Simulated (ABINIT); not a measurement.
# A GW run on BaS (Fm-3m) in ABINIT, with inputs changed

Aim: change inputs of a GW run on BaS (Fm-3m) and see what moves.

Calculated with ABINIT 10.8.3; PBE and many-body steps on it, plane waves.

### 1. The starting structure

Symmetry: Fm-3m, No. 225, cubic system. The conventional cell has a = 6.388 Å, b = 6.388 Å, c = 6.388 Å, α = 90.00°, β = 90.00°, γ = 90.00°. Nearest to Ba lie 6 S at 3.19 Å. S has 6 Ba at 3.19 Å nearest. Farther neighbours and most contacts between anions are not listed.

The cell and positions come from the Crystallography Open Database and are kept as given unless a step says otherwise. Spin-orbit coupling is left out unless a step names it.

### 2. Screening, 4×4×4 mesh, 253 bands, screening to 217.7 eV

This step: ABINIT 10.8.3; RPA screening on PBE, plane waves, norm-conserving pseudopotentials.

The RPA dielectric matrix is built and inverted for each q.

File run.abi:

```
acell 3*1.0 Angstrom
rprim 
  0.000000000000 3.193750000000 3.193750000000
  3.193750000000 0.000000000000 3.193750000000
  3.193750000000 3.193750000000 0.000000000000
ntypat 2
znucl 56 16
natom 2
typat 1 2
xred 
  0.000000000000 0.000000000000 0.000000000000
  0.500000000000 0.500000000000 0.500000000000
pp_dirpath "pseudos"
pseudos "Ba.upf, S.upf"
ecut 20
ngkpt 4 4 4
nshiftk 1
shiftk 0 0 0
kptopt 1
chksymbreak 0
istwfk *1
occopt 1
irdwfk 1
optdriver 3
nband 253
ecuteps 8
inclvkb 2
awtr 1
symchi 1
indata_prefix "in"
outdata_prefix "out"
tmpdata_prefix "tmp"
```

Command:

```
$ OMP_NUM_THREADS=1 mpirun -n 4 abinit run.abi > log
```

Log:

```text
.Version 10.8.3 of ABINIT. v10.8.2 released Aug 2026.

 Symmetries : space group Fm -3 m (#225); Bravais cF (face-center cubic)
[... echo of the input left out ...]
== DATASET  1 ==================================================================
-   mpi_nproc: 4, omp_nthreads: 1 (-1 if OMP is not activated)

--- !DatasetInfo
iteration_state: {dtset: 1, }
dimensions: {natom: 2, nkpt: 8, mband: 253, nsppol: 1, nspinor: 1, nspden: 1, mpw: 1893, }
cutoff_energies: {ecut:  20.0, pawecutdg:  -1.0, }
electrons: {nelect:   1.60000000E+01, charge:   0.00000000E+00, occopt:   1.00000000E+00, tsmear:   1.00000000E-02, }

 SCREENING: Calculation of the susceptibility and dielectric matrices

 Based on a program developped by R.W. Godby, V. Olevano, G. Onida, and L. Reining.
 Incorporated in ABINIT by V. Olevano, G.-M. Rignanese, and M. Torrent.
.Using double precision arithmetic ; gwpc =  8

[... cell and pseudopotentials left out ...]
--------------------------------------------------------------------------------

 ==== K-mesh for the wavefunctions ====
 Number of points in the irreducible wedge :     8
[... list of points left out ...]
 Together with 48 symmetry operations and time-reversal symmetry
 yields    64 points in the full Brillouin Zone.

 ==== Q-mesh for the screening function ====
 Number of points in the irreducible wedge :     8
[... list of points left out ...]
 Together with 48 symmetry operations and time-reversal symmetry
 yields    64 points in the full Brillouin Zone.

 setmesh: FFT mesh size selected  =    30x   30x   30
          total number of points  =        27000

 vcoul_init : cutoff-mode = AUXILIARY_FUNCTION
 q-points for optical limit:   1
     1)      0.000010    0.000020    0.000030

- screening: taking advantage of time-reversal symmetry
- Maximum band index for partially occupied states nbvw = 8
- Remaining bands to be divided among processors   nbcw = 245
- Number of bands treated by each node ~61

 Number of electrons calculated from density =   16.0000; Expected =   16.0000
 average of density, n =  0.036391
 r_s =    1.8720
 omega_plasma =   18.4014 [eV]

 calculating chi0 at frequencies [eV] :
  1    0.000000E+00    0.000000E+00
  2    0.000000E+00    1.840140E+01

--------------------------------------------------------------------------------
  q-point number  1        q = ( 0.000000, 0.000000, 0.000000) [r.l.u.]
--------------------------------------------------------------------------------
[... chi0 elements left out ...]
 For q-point:  0.000010 0.000020 0.000030
  dielectric constant =   4.7383
  dielectric constant without local fields =   5.5894

  Average fulfillment of the sum rule on Im[epsilon] for q-point    1 :     95.17  [%]
[... wings left out ...]
  q-point number  2        q = ( 0.250000, 0.000000, 0.000000) [r.l.u.]
--------------------------------------------------------------------------------
[... chi0 elements left out ...]
  Average fulfillment of the sum rule on Im[epsilon] for q-point    2 :     99.71  [%]

 [... 6 further q-points ...]
```

Elapsed: 1.9 min, on 4 MPI ranks of Arm Neoverse V1, shared host; peak memory 1.4 GiB; 7.5 min of CPU time.

Numbers from this step:

- ε∞ with local fields, on this mesh, along the program's q direction: 4.738
- the same without local fields: 5.589
- plasma frequency: 18.40 eV
- plane waves in the screening matrix: 531

Local fields lower ε∞ by 15 %.

### 3. Base

The self-energy is evaluated for the states that the input lists, and the levels follow from it, in one-shot runs by the linearised quasiparticle equation.

This step: G0W0 on PBE, plane waves, norm-conserving pseudopotentials.

Changes to run.abi since step 2:

```diff
@@ -23,8 +23,17 @@
 irdwfk 1
-optdriver 3
+optdriver 4
 nband 253
+gwcalctyp 0
+ecutsigx 20
+symsigma 1
+nkptgw 2
+kptgw 
+  0.0000000000 0.0000000000 0.0000000000
+  0.5000000000 0.5000000000 0.0000000000
+bdgw 
+  6 12
+  7 10
 ecuteps 8
-inclvkb 2
-awtr 1
-symchi 1
+irdscr 1
+ppmodel 1
 indata_prefix "in"
```

Log:

```text
.Version 10.8.3 of ABINIT. v10.8.2 released Aug 2026.

 Symmetries : space group Fm -3 m (#225); Bravais cF (face-center cubic)
[... echo of the input left out ...]
== DATASET  1 ==================================================================
-   mpi_nproc: 4, omp_nthreads: 1 (-1 if OMP is not activated)

--- !DatasetInfo
iteration_state: {dtset: 1, }
dimensions: {natom: 2, nkpt: 8, mband: 253, nsppol: 1, nspinor: 1, nspden: 1, mpw: 1893, }
cutoff_energies: {ecut:  20.0, pawecutdg:  -1.0, }
electrons: {nelect:   1.60000000E+01, charge:   0.00000000E+00, occopt:   1.00000000E+00, tsmear:   1.00000000E-02, }

 SIGMA: Calculation of the GW corrections

 Based on a program developped by R.W. Godby, V. Olevano, G. Onida, and L. Reining.
 Incorporated in ABINIT by V. Olevano, G.-M. Rignanese, and M. Torrent.
.Using double precision arithmetic ; gwpc =  8

[... cell and pseudopotentials left out ...]
--------------------------------------------------------------------------------

 ==== K-mesh for the wavefunctions ====
 Number of points in the irreducible wedge :     8
[... list of points left out ...]
 Together with 48 symmetry operations and time-reversal symmetry
 yields    64 points in the full Brillouin Zone.

 ==== Q-mesh for screening function ====
 Number of points in the irreducible wedge :     8
[... list of points left out ...]
 Together with 48 symmetry operations and time-reversal symmetry
 yields    64 points in the full Brillouin Zone.

 vcoul_init : cutoff-mode = AUXILIARY_FUNCTION
 q-points for optical limit:   1
     1)      0.000010    0.000020    0.000030
 setmesh: FFT mesh size selected  =    36x   36x   36
          total number of points  =        46656

 Number of electrons calculated from density =   16.0000; Expected =   16.0000
 average of density, n =  0.036391
 r_s =    1.8720
 omega_plasma =   18.4014 [eV]

 === KS Band Gaps ===
  >>>> For spin  1
   Minimum direct gap =   2.2723 [eV], located at k-point      :   0.5000  0.5000  0.0000
   Fundamental gap    =   2.1462 [eV], Top of valence bands at :   0.0000  0.0000  0.0000
                                       Bottom of conduction at :   0.5000  0.5000  0.0000
 SIGMA fundamental parameters:
 PLASMON POLE MODEL  1
 number of plane-waves for SigmaX                 1893
 number of plane-waves for SigmaC and W            531
 number of plane-waves for wavefunctions          1893
 number of bands                                   253
 number of independent spin polarizations            1
 number of spinorial components                      1
 number of k-points in IBZ                           8
 number of q-points in IBZ                           8
 number of symmetry operations                      48
 number of k-points in BZ                           64
 number of q-points in BZ                           64
 number of frequencies for dSigma/dE                 9
 frequency step for dSigma/dE [eV]                0.25
 number of omega for Sigma on real axis              0
 max omega for Sigma on real axis  [eV]           0.00
 zcut for avoiding poles [eV]                     0.10

 EPSILON^-1 parameters (SCR file):
 dimension of the eps^-1 matrix on file            531
 dimension of the eps^-1 matrix used               531
 number of plane-waves for wavefunctions          1893
 number of bands                                   253
 number of q-points in IBZ                           8
 number of frequencies                               2
 number of real frequencies                          1
 number of imag frequencies                          1

 matrix elements of self-energy operator (all in [eV])

 Perturbative Calculation

--- !SelfEnergy_ee
iteration_state: {dtset: 1, }
kpoint     : [   0.000,    0.000,    0.000, ]
spin       : 1
KS_gap     :    3.626
QP_gap     :    4.942
Delta_QP_KS:    1.316
data: !SigmaeeData |
     Band     E0 <VxcDFT>   SigX SigC(E0)      Z dSigC/dE  Sig(E)    E-E0       E
        6   3.680 -12.602 -15.738   1.635   0.767  -0.303 -13.753  -1.152   2.529
        7   3.680 -12.602 -15.738   1.635   0.767  -0.303 -13.753  -1.152   2.529
        8   3.680 -12.602 -15.738   1.635   0.767  -0.303 -13.753  -1.152   2.529
        9   7.306  -7.958  -3.979  -3.778   0.821  -0.219  -7.794   0.165   7.471
       10   7.586  -8.923  -4.509  -3.845   0.820  -0.220  -8.457   0.466   8.052
       11   7.586  -8.923  -4.509  -3.845   0.820  -0.220  -8.457   0.466   8.052
       12   7.586  -8.923  -4.509  -3.845   0.820  -0.220  -8.457   0.466   8.052

--- !SelfEnergy_ee
iteration_state: {dtset: 1, }
kpoint     : [   0.500,    0.500,    0.000, ]
spin       : 1
KS_gap     :    2.272
QP_gap     :    3.699
Delta_QP_KS:    1.427
data: !SigmaeeData |
     Band     E0 <VxcDFT>   SigX SigC(E0)      Z dSigC/dE  Sig(E)    E-E0       E
        7   3.554 -12.533 -15.726   1.676   0.767  -0.304 -13.696  -1.163   2.392
        8   3.554 -12.533 -15.726   1.676   0.767  -0.304 -13.696  -1.163   2.392
        9   5.827  -7.957  -4.168  -3.469   0.824  -0.214  -7.693   0.264   6.091
       10   9.648 -10.954  -6.025  -4.045   0.817  -0.225 -10.232   0.722  10.370

== END DATASET(S) ==============================================================
================================================================================

 -outvars: echo values of variables after computation  --------
           etotal      0.0000000000E+00
            nband         253
             nkpt           8
          spgroup         225
 [... the other variables as echoed above ...]

 Calculation completed.
```

It took 92 s on 4 MPI ranks; peak memory 1.8 GiB.

Numbers from this step:

| Property | Result |
| --- | --- |
| G0W0 gap on the points computed | 3.562 eV |
| starting gap on the mesh | 2.146 eV |
| k of the valence top | 0, 0, 0 |
| k of the conduction bottom | 0.5, 0.5, 0 |
| Z at the valence top | 0.767 |
| Z at the conduction bottom | 0.824 |
| least direct G0W0 gap on the computed points | 3.699 eV |

The gap on the mesh goes from 2.15 eV to 3.56 eV, a correction of +1.42 eV.

### 4. Fewer bands in the self-energy

Changes to run.abi since step 3:

```diff
@@ -24,3 +24,3 @@
 optdriver 4
-nband 253
+nband 14
 gwcalctyp 0
```

Log:

```text
.Version 10.8.3 of ABINIT. v10.8.2 released Aug 2026.

 Symmetries : space group Fm -3 m (#225); Bravais cF (face-center cubic)
[... echo of the input left out ...]
== DATASET  1 ==================================================================
-   mpi_nproc: 4, omp_nthreads: 1 (-1 if OMP is not activated)

--- !DatasetInfo
iteration_state: {dtset: 1, }
dimensions: {natom: 2, nkpt: 8, mband: 14, nsppol: 1, nspinor: 1, nspden: 1, mpw: 1893, }
cutoff_energies: {ecut:  20.0, pawecutdg:  -1.0, }
electrons: {nelect:   1.60000000E+01, charge:   0.00000000E+00, occopt:   1.00000000E+00, tsmear:   1.00000000E-02, }

 SIGMA: Calculation of the GW corrections

 Based on a program developped by R.W. Godby, V. Olevano, G. Onida, and L. Reining.
 Incorporated in ABINIT by V. Olevano, G.-M. Rignanese, and M. Torrent.
.Using double precision arithmetic ; gwpc =  8

[... cell and pseudopotentials left out ...]
--------------------------------------------------------------------------------

 ==== K-mesh for the wavefunctions ====
 Number of points in the irreducible wedge :     8
[... list of points left out ...]
 Together with 48 symmetry operations and time-reversal symmetry
 yields    64 points in the full Brillouin Zone.

 ==== Q-mesh for screening function ====
 Number of points in the irreducible wedge :     8
[... list of points left out ...]
 Together with 48 symmetry operations and time-reversal symmetry
 yields    64 points in the full Brillouin Zone.

 vcoul_init : cutoff-mode = AUXILIARY_FUNCTION
 q-points for optical limit:   1
     1)      0.000010    0.000020    0.000030
 setmesh: FFT mesh size selected  =    36x   36x   36
          total number of points  =        46656

 Number of electrons calculated from density =   16.0000; Expected =   16.0000
[...]
number of omega for Sigma on real axis              0
 max omega for Sigma on real axis  [eV]           0.00
 zcut for avoiding poles [eV]                     0.10

 EPSILON^-1 parameters (SCR file):
 dimension of the eps^-1 matrix on file            531
 dimension of the eps^-1 matrix used               531
 number of plane-waves for wavefunctions          1893
 number of bands                                   253
 number of q-points in IBZ                           8
 number of frequencies                               2
 number of real frequencies                          1
 number of imag frequencies                          1

 matrix elements of self-energy operator (all in [eV])

 Perturbative Calculation

--- !SelfEnergy_ee
iteration_state: {dtset: 1, }
kpoint     : [   0.000,    0.000,    0.000, ]
spin       : 1
KS_gap     :    3.626
QP_gap     :    4.610
Delta_QP_KS:    0.984
data: !SigmaeeData |
     Band     E0 <VxcDFT>   SigX SigC(E0)      Z dSigC/dE  Sig(E)    E-E0       E
        6   3.680 -12.602 -15.738   3.871   0.795  -0.258 -12.017   0.584   4.265
        7   3.680 -12.602 -15.738   3.871   0.795  -0.258 -12.017   0.584   4.265
        8   3.680 -12.602 -15.738   3.871   0.795  -0.258 -12.017   0.584   4.265
[...]
--- !SelfEnergy_ee
iteration_state: {dtset: 1, }
kpoint     : [   0.500,    0.500,    0.000, ]
spin       : 1
KS_gap     :    2.272
QP_gap     :    3.195
Delta_QP_KS:    0.922
data: !SigmaeeData |
     Band     E0 <VxcDFT>   SigX SigC(E0)      Z dSigC/dE  Sig(E)    E-E0       E
[...]
9   5.827  -7.957  -4.168  -2.078   0.849  -0.178  -6.506   1.452   7.278
       10   9.648 -10.954  -6.025  -1.744   0.857  -0.167  -8.224   2.730  12.378

== END DATASET(S) ==============================================================
================================================================================

 -outvars: echo values of variables after computation  --------
           etotal      0.0000000000E+00
            nband          14
             nkpt           8
          spgroup         225
 [... the other variables as echoed above ...]

 Calculation completed.
```

Run time: 8.4 s. Hardware: 4 MPI ranks; peak memory 0.98 GiB; 33 s of CPU time.

Numbers from this step:

```
G0W0 gap on the points computed              : 3.013 eV
starting gap on the mesh                     : 2.146 eV
k of the valence top                         : 0, 0, 0
k of the conduction bottom                   : 0.5, 0.5, 0
Z at the valence top                         : 0.795
Z at the conduction bottom                   : 0.849
least direct G0W0 gap on the computed points : 3.194 eV
```

### 5. Broadening of the poles

Changes to run.abi since step 4:

```diff
@@ -24,3 +24,3 @@
 optdriver 4
-nband 14
+nband 253
 gwcalctyp 0
@@ -38,2 +38,3 @@
 ppmodel 1
+zcut 0.5 eV
 indata_prefix "in"
```

Log:

```text
.Version 10.8.3 of ABINIT. v10.8.2 released Aug 2026.

 Symmetries : space group Fm -3 m (#225); Bravais cF (face-center cubic)
[... echo of the input left out ...]
== DATASET  1 ==================================================================
-   mpi_nproc: 4, omp_nthreads: 1 (-1 if OMP is not activated)

--- !DatasetInfo
iteration_state: {dtset: 1, }
dimensions: {natom: 2, nkpt: 8, mband: 253, nsppol: 1, nspinor: 1, nspden: 1, mpw: 1893, }
cutoff_energies: {ecut:  20.0, pawecutdg:  -1.0, }
[...]
Band     E0 <VxcDFT>   SigX SigC(E0)      Z dSigC/dE  Sig(E)    E-E0       E
[...]
9   5.827  -7.957  -4.168  -3.469   0.824  -0.214  -7.693   0.264   6.091
       10   9.648 -10.954  -6.025  -4.046   0.816  -0.225 -10.233   0.721  10.369

== END DATASET(S) ==============================================================
================================================================================

 -outvars: echo values of variables after computation  --------
           etotal      0.0000000000E+00
            nband         253
             nkpt           8
          spgroup         225
 [... the other variables as echoed above ...]

 Calculation completed.
```

Run time: 92 s. Hardware: 4 MPI ranks; peak memory 1.8 GiB.

This step gave:

```yaml
g0w0_gap_on_the_points_computed: 3.562 eV
starting_gap_on_the_mesh: 2.146 eV
k_of_the_valence_top: 0, 0, 0
k_of_the_conduction_bottom: 0.5, 0.5, 0
least_direct_g0w0_gap_on_the_computed_points: 3.701 eV
```

Against G0W0 in ABINIT (4×4×4 mesh, 253 bands, screening to 217.7 eV, Godby-Needs plasmon pole), the gap moves by +0.000 eV.

### 6. No symmetry in the self-energy

Changes to run.abi since step 5:

```diff
@@ -27,3 +27,3 @@
 ecutsigx 20
-symsigma 1
+symsigma 0
 nkptgw 2
@@ -38,3 +38,2 @@
 ppmodel 1
-zcut 0.5 eV
 indata_prefix "in"
```

Log:

```text
.Version 10.8.3 of ABINIT. v10.8.2 released Aug 2026.

 Symmetries : space group Fm -3 m (#225); Bravais cF (face-center cubic)
[... echo of the input left out ...]
== DATASET  1 ==================================================================
-   mpi_nproc: 4, omp_nthreads: 1 (-1 if OMP is not activated)

--- !DatasetInfo
iteration_state: {dtset: 1, }
dimensions: {natom: 2, nkpt: 8, mband: 253, nsppol: 1, nspinor: 1, nspden: 1, mpw: 1893, }
cutoff_energies: {ecut:  20.0, pawecutdg:  -1.0, }
[...]
Band     E0 <VxcDFT>   SigX SigC(E0)      Z dSigC/dE  Sig(E)    E-E0       E
[...]
9   5.827  -7.957  -4.168  -3.469   0.824  -0.214  -7.693   0.264   6.091
       10   9.648 -10.954  -6.025  -4.045   0.817  -0.225 -10.232   0.722  10.370

== END DATASET(S) ==============================================================
================================================================================

 -outvars: echo values of variables after computation  --------
           etotal      0.0000000000E+00
            nband         253
             nkpt           8
          spgroup         225
 [... the other variables as echoed above ...]

 Calculation completed.
```

It took 9.8 min on 4 MPI ranks; peak memory 1.8 GiB.

This step gave:

| Quantity | Value |
| --- | --- |
| G0W0 gap on the points computed | 3.562 eV |
| starting gap on the mesh | 2.146 eV |
| k of the valence top | 0, 0, 0 |
| k of the conduction bottom | 0.5, 0.5, 0 |
| least direct G0W0 gap on the computed points | 3.699 eV |

Against G0W0 in ABINIT (4×4×4 mesh, 253 bands, screening to 217.7 eV, Godby-Needs plasmon pole), the gap moves by +0.000 eV.

(Continued in part 2 of 2.)

[Paths, hosts, dates, memory and timing lines, banners, echoed tables and standing remarks are left out of the program output.]

[Logs are printed without paths, hosts, clocks, repeated set-up lines and the standing remarks that a program may print on its own settings, such as how far it seeks lower states.]

[Runs of the session that timed out or met a known fault of the program may be left out.]

[Hosts, paths, dates, database ids (printed as entryN), source tags and the programs' standing remarks are cut or masked in the printed files.]

[G0W0 gaps are taken among the corrected bands and points alone; a level outside them can change the order at an edge.]

[Where Ansatz stands beside ABINIT at settings called matched, ABINIT's density can come from a denser mesh and the files from another edition; pairs whose starting gaps differed by over 0.03 eV were left out, so agreement reads better than it is.]
